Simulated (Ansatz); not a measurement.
# Hf2Si: a hydrostatic pressure series

One table from this session's results is given with a row withheld; the runs are named, their logs left out.

Method: DFT r2SCAN, scalar-relativistic, plane waves, PAW, in Ansatz 0.2.0.

## The structure to begin with

The structure is tetragonal, space group I4/mcm (No. 140). The conventional cell has a = 6.560 Å, b = 6.560 Å, c = 5.168 Å, α = 90.00°, β = 90.00°, γ = 90.00°. Hf (site symmetry m2m) is surrounded by 4 Si at 2.79 Å and 3 Hf at 2.90 to 3.11 Å. Si (site symmetry 422) is surrounded by 2 Si at 2.58 Å and 8 Hf at 2.79 Å.

Coordinates:

```cif
data_structure
_symmetry_space_group_name_H-M 'I4/mcm'
_symmetry_Int_Tables_number 140
_cell_length_a 6.5596
_cell_length_b 6.5596
_cell_length_c 5.1676
_cell_angle_alpha 90.000
_cell_angle_beta 90.000
_cell_angle_gamma 90.000
_cell_volume 222.36
loop_
_atom_site_label
_atom_site_type_symbol
_atom_site_symmetry_multiplicity
_atom_site_Wyckoff_symbol
_atom_site_fract_x
_atom_site_fract_y
_atom_site_fract_z
_atom_site_occupancy
Hf1 Hf 8 h 0.15655 0.34345 0.00000 1
Si1 Si 4 a 0.00000 0.00000 0.25000 1
```

It goes back to an entry of the Materials Project, which need not be the stable form.

This cell was relaxed beforehand with the same method: volume 18.53 Å³/atom, gap on the mesh none (metal).

Set-up of the first run:

The input, input.yaml:

```yaml
crystal:
  lattice:
    - [-3.2904823762, 3.2904823762, 2.592230915]
    - [3.2904823762, -3.2904823762, 2.592230915]
    - [3.2904823762, 3.2904823762, -2.592230915]
  atoms:
    - { symbol: Hf, position: [0.8434478116, 0.6565521884, 0.5] }
    - { symbol: Hf, position: [0.3434478116, 0.8434478116, 0.1868956232] }
    - { symbol: Hf, position: [0.1565521884, 0.3434478116, 0.5] }
    - { symbol: Hf, position: [0.6565521884, 0.1565521884, 0.8131043768] }
    - { symbol: Si, position: [0.75, 0.75, 0.0] }
    - { symbol: Si, position: [0.25, 0.25, 0.0] }
basis:
  ecutwfc: 500
kpoints:
  mp_grid: { grid: [10, 10, 10] }
hamiltonian:
  xc: r2scan
scf:
  occupations: { method: gaussian, width: 0.1 }
output:
  forces: true
  stress: true
  eigenvalues: true
relax:
  adjacent_minimum: "off"
  f_tol: 0.008
  max_steps: 50
  cell: { stress_tol: 0.08, p_target: -1.0 }
```

Command:

```console
ansatz run input.yaml --threads 1 --pin off --max-ram 2560MiB --backend cpu --events-out ev --progress --plain --runs-dir out
```

Steps of the session up to this table: -1 GPa; 1 GPa; 4 GPa; Relaxing at 12 GPa.

One of the session's tables, all rows but one given; the rest of the session is left out.

Lengths are those of the vectors of the cell that was run:

```
P (GPa)  V (Å³/atom)  a (Å)  b (Å)  c (Å)  ΔH (eV/atom)
     -1        18.66  5.322  5.322  5.322        -0.116
      0        18.53  5.309  5.309  5.309         0.000
      1            ?      ?      ?      ?             ?
      4        18.06  5.264  5.264  5.264         0.457
     12        17.26  5.184  5.184  5.184         1.337
```

Q: Estimate the row for P (GPa) = 1 from the others.

Worked estimate for «V (Å³/atom)». A straight line through the neighbours (0, 18.53) and (4, 18.06) gives 18.53 + (18.06 − 18.53) × (1 − 0) / (4 − 0) = 18.41; a parabola fitted to 4 rows on both sides gives 18.41.

The run gave: V (Å³/atom): 18.41; a (Å): 5.298; b (Å): 5.298; c (Å): 5.298; ΔH (eV/atom): 0.115. In «V (Å³/atom)» the line misses by 0.00 and the parabola by 0.00.

ΔH is E + PV over the energy at zero pressure; a, b and c are the vectors of the computed cell. 
